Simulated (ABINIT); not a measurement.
A run of ABINIT 10.8.3 (patched build) is set up as follows.

The input run.abi:

```
# Pseudopotentials
pp_dirpath "./"
pseudos "Hg.upf, Te.upf"

# Structure
acell 8.5906751133 8.5906751133 8.5906751133
rprim
     0.0000000000     0.7071067812     0.7071067812
     0.7071067812     0.0000000000     0.7071067812
     0.7071067812     0.7071067812     0.0000000000
ntypat 2
znucl 80 52
natom 2
typat 1 2
xcart
     0.0000000000     0.0000000000     0.0000000000
     9.1117869414     9.1117869414     9.1117869414

# Plane-wave basis
ecut 34.0

# k points
kptopt 1
ngkpt 5 5 5
nshiftk 1
shiftk 0.0 0.0 0.0

# Exchange and correlation
ixc 11

# Bands and occupations
nband 44
occopt 3
tsmear 0.05 eV

# Spin
nspinor 2
nspden 1
so_psp 2*1

# SCF cycle
nstep 100
tolvrs 1.0e-10

# Output
iomode 3
prtwf 0
prtden 0
prteig 0
prtebands 0
enunit 2
```

Potentials or basis: PseudoDojo NC FR PBE v0.4 standard.

Launch:

```bash
$ mpirun --bind-to none -np 4 abinit run.abi > log 2>&1
```

Problem. What does it give for the band gap on the k mesh?

Solution. None (metal or under the smearing width).

Problem. Estimate the pressure.

Solution. 4.1 GPa.

Caveat: the cutoff is short for stress, so the pressure is rough.
